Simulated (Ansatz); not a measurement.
Stress against strain in SrO

```xyz
2
Lattice="0.0000 2.5698 2.5698 2.5698 0.0000 2.5698 2.5698 2.5698 0.0000" Properties=species:S:1:pos:R:3 pbc="T T T"
Sr    0.0000    0.0000    0.0000
O     2.5698    2.5698    2.5698
```

Atom numbers follow the list: Sr1, O2.

The geometry is COD entry 1100027, unchecked; take it as a test cell. It is an old determination, and later ones may differ.

Method: DFT, LDA, all-electron LAPW, scalar-relativistic in Ansatz 0.2.0.

Settings: a Γ-centred 8×8×8 k mesh, Fermi–Dirac smearing of 0.02 eV, basis error target 0.25 meV/atom, no spin polarisation.

The strain is applied along the Cartesian axes of the cell as listed (the other components stay zero). Fractional coordinates are held (clamped ions).

σ is the change of stress from the unstrained cell, which is at -4.17 GPa; tension is positive, so slopes are stress–strain coefficients at that pressure.

Only quantities that a quadratic follows smoothly over the whole series are listed; rougher ones are left out.

```
εxx = εyy  σzz (GPa)  σxx (GPa)
  -0.0300      -2.89      -7.89
  -0.0200      -1.88      -4.88
  -0.0100      -0.92      -2.27
   0.0000       0.00       0.00
   0.0200       1.71       3.63
   0.0300       2.49       5.07
```

Q: Fit the series and read off the stiffness at zero strain.

A: Least-squares fits y = p0 + p1 x + p2 x² to the rows give σzz (GPa): p1 = 89.7, p2 = -220; σxx (GPa): p1 = 215, p2 = -1600. So 2 C12 = 90 GPa and C11 + C12 = 215 GPa.

Q: One run, at εxx = εyy = 0.0100, is withheld. Predict its row.

A: The fits give 0.88, 2.01; the run gave 0.87, 1.96.
